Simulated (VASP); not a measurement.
Wanted: the native input for a VASP 6.6.1 run.

* Task: single point
* Functional: MS2
* Potentials or basis: VASP PAW PBE potentials, release 64 (In_d)
* Cutoff: 520 eV
* k mesh: 14 × 14 × 14
* Occupations: methfessel-paxton, width 0.2 eV
* Spin: no spin polarisation
* Further INCAR settings: ALGO = Normal; EDIFF = 1e-06; NBANDS = 12

The structure of In lies in POSCAR:

```
In
3.3769
   -0.481349758654      0.481349758654      0.732535757648
    0.481349758654     -0.481349758654      0.732535757648
    0.481349758654      0.481349758654     -0.732535757648
In
1
Direct
    0.0000000000      0.0000000000      0.0000000000
```

One way to write it, as run:

INCAR

```
SYSTEM = In
ALGO     = Normal         ! electronic algorithm
EDIFF    = 1E-6           ! SCF threshold, eV
ENCUT    = 520            ! plane-wave cutoff, eV
ISIF     = 2              ! what is computed and relaxed
ISMEAR   = 1              ! smearing method
LASPH    = .True.         ! aspherical terms in the spheres
LCHARG   = .False.        ! write CHGCAR
LMIXTAU  = .True.       
LREAL    = .False.        ! projectors in reciprocal space
LWAVE    = .False.        ! write WAVECAR
METAGGA  = MS2            ! meta-GGA
NBANDS   = 12             ! bands
NELM     = 60             ! most SCF steps
PREC     = Accurate       ! precision mode
SIGMA    = 0.2            ! smearing width, eV
```

KPOINTS

```
k-points
0
Gamma
  14 14 14
  0 0 0
```

Potentials or basis: VASP PAW PBE potentials, release 64 (In_d).

The run is started by

```console
$ cat potpaw_PBE.64/In_d/POTCAR > POTCAR
$ mpirun -np 1 vasp_std > vasp.out
```

Results of the run:

- Pressure: -1.6 GPa
- Band gap on the k mesh: none (metal or under the smearing width)

Caveat: the PAW data sets were made with another functional, which shifts forces and pressure a little.

Wall time 4.5 min on 1 thread of Intel(R) Xeon(R) Platinum 8559C (Emerald Rapids), with other jobs on the host, peak memory 0.21 GiB.
